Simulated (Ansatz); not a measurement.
## Structure relaxation of GaAs

These are results of DFT PBE, scalar-relativistic, plane waves, PAW in Ansatz 0.2.0, not measurements.

The start is a database structure of GaAs, space group F-43m (No. 216).

Input of the last, converged step (default PAW datasets):

```yaml
crystal:
  lattice:
    - [0.0, 2.8750910496, 2.8750910496]
    - [2.8750910496, 0.0, 2.8750910496]
    - [2.8750910496, 2.8750910496, 0.0]
  atoms:
    - { symbol: Ga, position: [0.0, 0.0, 0.0] }
    - { symbol: As, position: [0.25, 0.25, 0.25] }
basis:
  ecutwfc: 420
kpoints:
  mp_grid: { grid: [10, 10, 10] }
hamiltonian:
  xc: pbe
scf:
  occupations: { method: gaussian, width: 0.01 }
output:
  forces: true
  stress: true
  eigenvalues: true
relax:
  adjacent_minimum: "off"
  f_tol: 0.01
  max_steps: 80
  cell: { stress_tol: 0.05 }
```

Launched as:

```bash
ansatz run input.yaml --threads 1 --pin off --max-ram 2560MiB --backend cpu --events-out ev --progress --plain --runs-dir out
```

The run took 12 s on 1 thread of Arm Neoverse V2, on a shared host, peak memory 0.36 GiB.

End of the output:

```
SCF converged after 5 iterations
Free energy (F): -8639.859605 eV
Harris-Foulkes:  -8639.859605 eV  (|F-HF|=5.46e-12)
Internal energy: -8639.859605 eV  (E = F + TS)
E sigma→0 (E₀):  -8639.859605 eV
Fermi energy:    7.618103 eV
--- Per-component energies (eV) ---
  E_band       = -327.517407
  E_kinetic    = 218.176497
  E_local      = -3985.778696  (includes V_loc(G=0)·N_el)
  E_nonlocal   = -245.767235
  E_hartree    = 2001.171993
  E_xc         = -147.827084
  E_vxc        = -136.620876  (∫ρ·V_xc dr)
  E_paw        = -3824.422992  (= ΣΔE_a)
  E_vpaw       = -179.870884  (= ΣTr[D̂ρ^β])
  E_aug_tail   = -0.000108  (compensation charges beyond the density's cutoff)
  E_ewald      = -2655.411980
  E_smearing   =  0.000000  (= −TS)
  E_closure    =  0.000000  (closes the sum)
  Σ components = -8639.859605   (vs F -8639.859605, Δ=0.00e0)
--- Forces (eV/Å), atoms counted from 1 ---
  atom   1  Ga     0.00000000     0.00000000     0.00000000
  atom   2  As     0.00000000     0.00000000     0.00000000
  max |Σ_I F_I| component: 4.45e-17 eV/Å
--- Stress (GPa, compression-positive) ---
       -0.025290       0.000000       0.000000
        0.000000      -0.025290       0.000000
        0.000000       0.000000      -0.025290
  P = ⅓ Tr σ = -0.0253 GPa (-0.253 kbar)
--- Relaxed structure (2 steps of the walk, 2 accepted, 1 SCFs on fresh bases) ---
  F+E_penalty+E_count = -8639.85960543 eV   max|allowed force component| = 2.602e-17 eV/Å   (the final SCF, on the basis selected at the relaxed cell)
  cell:  # Å, volume = 47.4264 Å³
    - [0.000000, 2.872962, 2.872962]
    - [2.872962, 0.000000, 2.872962]
    - [2.872962, 2.872962, 0.000000]
  atoms:
    - { symbol: Ga, position: [0.000000, 0.000000, 0.000000] }
    - { symbol: As, position: [0.25, 0.25, 0.25] }
```

Absolute energies hang on the potentials; compare differences alone.

The result has space group F-43m (No. 216). Ga is coordinated by 4 As at 2.49 Å; As is coordinated by 4 Ga at 2.49 Å.

Against the elements it lies at -0.352 eV/atom. Energies over the elements count from the elements' standard structures at the same level, with no empirical corrections.

Symmetry constrained the relaxation, so the result can be a saddle point.